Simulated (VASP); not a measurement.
## A VASP 6.6.1 single-point calculation on Ge

INCAR

```
ENCUT = 500
GGA = PE
ISMEAR = -1
LASPH = .TRUE.
SIGMA = 0.02
LWAVE = .FALSE.
LREAL = .FALSE.
LCHARG = .FALSE.
IBRION = -1
EDIFF = 1E-7
ISIF = 2
NBANDS = 21
NSW = 0
ISYM = -1
PREC = Accurate
NELM = 120
```

KPOINTS

```
KPOINTS created by Atomic Simulation Environment
0
Gamma
4 4 4
0 0 0
```

POSCAR

```
Ge
 1.0000000000000000
     0.0000000000000000    2.7233985716000002    2.7233985716000002
     2.7233985716000002    0.0000000000000000    2.7233985716000002
     2.7233985716000002    2.7233985716000002    0.0000000000000000
 Ge
   2
Cartesian
  0.0000000000000000  0.0000000000000000  0.0000000000000000
  1.3616992857999999  1.3616992857999999  1.3616992857999999
```

The recommended PBE PAW datasets give the neutral cell 28 valence electrons.

Command

```
mpirun -np 1 vasp_std
```

Predict the outcome of this run.

It converged. Results: gap between bands v and c on the k mesh 0.55 eV; least direct gap on the k mesh 1.13 eV; pressure 15.0 GPa. Band v is the last that the valence electrons fill when counted band by band, and c is the next.

OSZICAR

```
N       E                     dE             d eps       ncg     rms          rms(c)
DAV:   1     0.183164784805E+03    0.18316E+03   -0.14005E+04  3047   0.368E+03
DAV:   2     0.170385484554E+02   -0.16613E+03   -0.16065E+03  2698   0.606E+02
DAV:   3    -0.785470070109E+01   -0.24893E+02   -0.24717E+02  2993   0.138E+02
DAV:   4    -0.861252963225E+01   -0.75783E+00   -0.75737E+00  3033   0.281E+01
DAV:   5    -0.862447464279E+01   -0.11945E-01   -0.11944E-01  3048   0.384E+00    0.386E+00
DAV:   6    -0.852520110236E+01    0.99274E-01   -0.30731E-02  3203   0.129E+00    0.229E+00
DAV:   7    -0.847768077025E+01    0.47520E-01   -0.77166E-02  3304   0.210E+00    0.168E-01
DAV:   8    -0.848009844775E+01   -0.24177E-02   -0.65436E-03  2953   0.698E-01    0.473E-02
DAV:   9    -0.848031139669E+01   -0.21295E-03   -0.26886E-04  3565   0.179E-01    0.156E-02
DAV:  10    -0.848031502004E+01   -0.36234E-05   -0.11313E-05  3394   0.657E-02    0.554E-03
DAV:  11    -0.848031642041E+01   -0.14004E-05   -0.28054E-06  3358   0.286E-02    0.112E-03
DAV:  12    -0.848031643137E+01   -0.10961E-07   -0.12940E-07  2604   0.161E-02
   1 F= -.84803164E+01 E0= -.84803164E+01  d E =-.811610E-07
```

These settings aren't sound, so the numbers aren't properties of the crystal.

On sound settings PBE gives a gap of 0.41 eV on its mesh and a pressure of 14.7 GPa for the intended cell.
